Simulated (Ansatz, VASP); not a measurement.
## Two plane-wave programs on B

```
B
1.0
     0.00000    2.01036    2.01036
     2.01036    0.00000    2.01036
     2.01036    2.01036    0.00000
B
2
Direct
  0.71750 0.92750 0.92750
  0.28250 0.07250 0.07250
```

Change from the starting cell: shortest bond scaled by 0.58, PAW files.

Alike in both runs: task electric field gradients; functional LDA; k mesh 13 × 13 × 13; occupations fermi-dirac, width 0.05 eV; no spin polarisation.

|  | VASP | Ansatz |
| --- | --- | --- |
| version | VASP 6.6.1 | Ansatz 0.2.0 |
| potentials or method | VASP PAW LDA potentials, release 64 (B) | PAW with Ansatz's default frozen-core files, scalar-relativistic |
| plane-wave cutoff (eV) | 520 | 420 |
| valence electrons in the cell | 6 | 6 |

|  | VASP | Ansatz | Ansatz less VASP |
| --- | --- | --- | --- |
| pressure (GPa) | 176.7 | 170.3 | -6.40 |
| largest component of the traceless stress (GPa) | 197.95 | 191.22 | -6.733 |
| rms of the force components (eV/Å) | 36.643 | 35.455 | -1.1878 |
| Vzz of the field gradient on the site that differs most (V/Å²) | -12.3 | -10.3 | +2.04 |

Atom by atom the forces differ by 1.188 eV/Å (rms over components).

Caveats: the cell as given lies far from equilibrium; so large a pressure means that the cell lies far from this level's equilibrium, or that cutoff or potentials fall short (VASP); forces of over 1 eV/Å show positions far from the minimum, so gaps and moduli don't describe the material at rest.
